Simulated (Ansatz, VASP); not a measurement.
BiH2: VASP beside Ansatz

```xyz
3
Lattice="3.8174 0.0000 0.0000 -1.9087 3.3060 0.0000 0.0000 0.0000 3.3092" Properties=species:S:1:pos:R:3 pbc="T T T"
Bi    0.0000    0.0000    0.0000
H     0.0000    2.2040    2.7808
H     1.9087    1.1020    0.5285
```

The cell was built by a generator and needn't be a form met in nature.

Alike in both runs: task single point; functional PBE; dispersion D3(BJ); k mesh 15 × 15 × 14; occupations gaussian, width 0.1 eV; no spin polarisation.

|  | VASP | Ansatz |
| --- | --- | --- |
| version | VASP 6.6.1 | Ansatz 0.2.0 |
| potentials or method | VASP PAW PBE potentials, release 64 (Bi_d, H) | scalar-relativistic, plane waves, PAW |
| plane-wave cutoff (eV) | 520 | 420 |
| valence electrons in the cell | 17 | 17 |

```tsv
	VASP	Ansatz	Ansatz less VASP
gap on the k mesh at the Fermi level (eV)	none	none	-
pressure (GPa)	-0.1	0.0	+0.12
dispersion energy (meV/atom)	-202.1	-202.2	-0.05
```

A gap of «none» marks a metal or a gap that the smearing closes.

Caveats: spin-orbit coupling is left out, which moves the levels of the heavy elements; pairwise dispersion overbinds metals, which lowers pressure and volume.
